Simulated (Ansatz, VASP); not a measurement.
One calculation of Li8HS4 (a cell with a defect), two programs

```
CELL_PARAMETERS angstrom
5.72300 0.00000 0.00000
0.00000 5.72300 0.00000
0.00000 0.00000 5.72300
ATOMIC_POSITIONS crystal
Li 0.25253 0.25753 0.24739
Li 0.74730 0.76236 0.75262
Li 0.74730 0.76235 0.24751
Li 0.25253 0.25752 0.75274
Li 0.74716 0.25752 0.75275
Li 0.25239 0.76235 0.24752
Li 0.25239 0.76235 0.75261
Li 0.74717 0.25752 0.24738
S 0.99987 0.00989 0.00006
S 0.49985 0.51004 0.00006
S 0.49985 0.00989 0.50006
S 0.99984 0.50991 0.50007
H 0.49988 0.00990 0.00005
```

Alike in both runs: functional PBE; k mesh 2 × 2 × 2; occupations fermi-dirac, width 0.02 eV; collinear spin.

Ansatz relaxed the structure, and its values are those at the end. VASP's run is a single point on that final structure, the one shown.

```csv
,VASP,Ansatz
version,VASP 6.6.1,Ansatz 0.2.0
potentials or method,"VASP PAW PBE potentials, release 64 (Li_sv, S, H)","scalar-relativistic, plane waves, PAW"
plane-wave cutoff (eV),520,420
valence electrons in the cell,49,49
```

|  | VASP | Ansatz | Ansatz less VASP |
| --- | --- | --- | --- |
| net moment per atom (μB) | 0.06 | 0.06 | 0.000 |
| size of the moment on the site where the two differ most (μB) | 0.21 | 0.41 | +0.200 |

Site moments also hang on the region over which each program counts them.

Caveats: the k mesh is coarse (spacing up to 0.55 Å⁻¹), so the values aren't converged.
